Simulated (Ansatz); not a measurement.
# SiO2: the cell at several levels of theory

An exercise on one series of results from a longer session: the logs are not shown, and one member is left open.

Code: Ansatz 0.2.0. PAW datasets, plane waves, zero pressure. Simulation only: spin-unpolarised, and no claim that this is the phase found in nature.

## Starting point

This is the cell as the run starts from it, not yet at rest; its lengths are not the crystal's.

The symmetry is I4_1/amd (No. 141, tetragonal); a = 3.386 Å, c = 8.500 Å in the conventional setting, 8.12 Å³ an atom. Near Si stand 6 O at 1.73–1.77 Å; near O stand 3 Si at 1.73–1.77 Å.

Structure file:

Space group I4_1/amd:1 (No. 141). a = 3.386 Å, b = 3.386 Å, c = 8.500 Å, α = 90.00°, β = 90.00°, γ = 90.00°
```
atom  site  symmetry       x       y       z
  Si    4a      -4m2  0.0000  0.5000  0.2500
   O    8e      2mm.  0.0000  0.5000  0.0420
```

Set-up of the first run:

input.yaml

```yaml
crystal:
  lattice:
    - [-1.69323006, 1.69323006, 4.2500074506]
    - [1.69323006, -1.69323006, 4.2500074506]
    - [1.69323006, 1.69323006, -4.2500074506]
  atoms:
    - { symbol: Si, position: [0.75, 0.25, 0.5] }
    - { symbol: Si, position: [0.0, 0.0, 0.0] }
    - { symbol: O, position: [0.542, 0.042, 0.5] }
    - { symbol: O, position: [0.792, 0.792, 0.0] }
    - { symbol: O, position: [0.208, 0.208, 0.0] }
    - { symbol: O, position: [0.958, 0.458, 0.5] }
kpoints:
  mp_grid: { grid: [10, 10, 10] }
hamiltonian:
  xc: pbe
scf:
  occupations: { method: fermi_dirac, width: 0.02 }
relax:
  f_tol: 0.005
  cell: {}
```

Run with:

```sh
ansatz run input.yaml --threads 2 --pin off --max-ram 20275MiB --backend cpu --events-out ev --progress --plain --runs-dir out
```

Among the steps run: Relaxation with PBE; r2SCAN: cell and atoms; Relaxing with PBEsol; LDA: cell and atoms.

One of the session's tables, all rows but one given; the rest of the session is left out.

| level | a (Å) | c (Å) | volume (Å³/atom) |
| --- | --- | --- | --- |
| PBE | ? | ? | ? |
| r2SCAN | 3.490 | 8.406 | 8.531 |
| PBEsol | 3.501 | 8.449 | 8.631 |
| LDA | 3.470 | 8.384 | 8.413 |

**Question.** Estimate the row for PBE.

The run gave: a (Å): 3.527; c (Å): 8.520; volume (Å³/atom): 8.831. In the column «a (Å)» it is the highest.

**Reading.** From the start to the first minimum the volume moved by +8.7 %. LDA gives the smallest cell and PBE the largest; they differ by 5.0 % in volume, a mean of 1.6 % in length.
